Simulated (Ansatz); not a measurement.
# Ge under changes of volume

One of the cells (22.639 Å³/atom); the others are scaled copies at fixed shape and fractional positions:

```
CELL_PARAMETERS angstrom
0.00000 2.82891 2.82891
2.82891 0.00000 2.82891
2.82891 2.82891 0.00000
ATOMIC_POSITIONS crystal
Ge 0.75000 0.75000 0.75000
Ge 0.50000 0.50000 0.50000
```

| Quantity | Value |
| --- | --- |
| Program | Ansatz 0.2.0 |
| Functional | r2SCAN |
| Potentials or basis | Ansatz PAW |
| Cutoff | 500 eV (not typed: the program's choice for these potentials) |
| k mesh | 8 × 8 × 8 |
| Occupations | fermi-dirac, width 0.05 eV |
| Spin | spin-orbit coupling, no magnetisation |

```tsv
volume (Å³/atom)	energy over the lowest point (meV/atom)	pressure (GPa)	gap on the mesh (eV)
21.281	26.31	5.9	0.58
21.733	12.43	3.9	0.51
22.186	3.86	2.2	0.44
22.639	0.00	0.6	0.35
23.092	?	?	?
23.545	4.35	-2.0	none
23.997	11.49	-3.1	none
```

**Question.** What does the run at 23.092 Å³/atom give?

**Answer.** Energy over the lowest point 0.36 meV/atom; pressure -0.8 GPa; gap on the mesh 0.16 eV.

Worked out: A Birch-Murnaghan fit of order 3 (a polynomial in V^(-2/3)) to the other rows has its minimum at 22.83 Å³/atom with B0 = V·E''(V) = 70 GPa and B' = 5.5. It gives 0.35 meV/atom at 23.092 Å³/atom, against the run's 0.36, and -dE/dV = -0.8 GPa, against -0.8.

Energies are extrapolated to zero smearing.

Caveats: the PAW data sets come from PBE, with cores solved anew for the run's functional, which leaves a small shift of forces and pressure.

A mesh can miss the band edges.

A gap of «none» marks a metal or a gap under the smearing width.
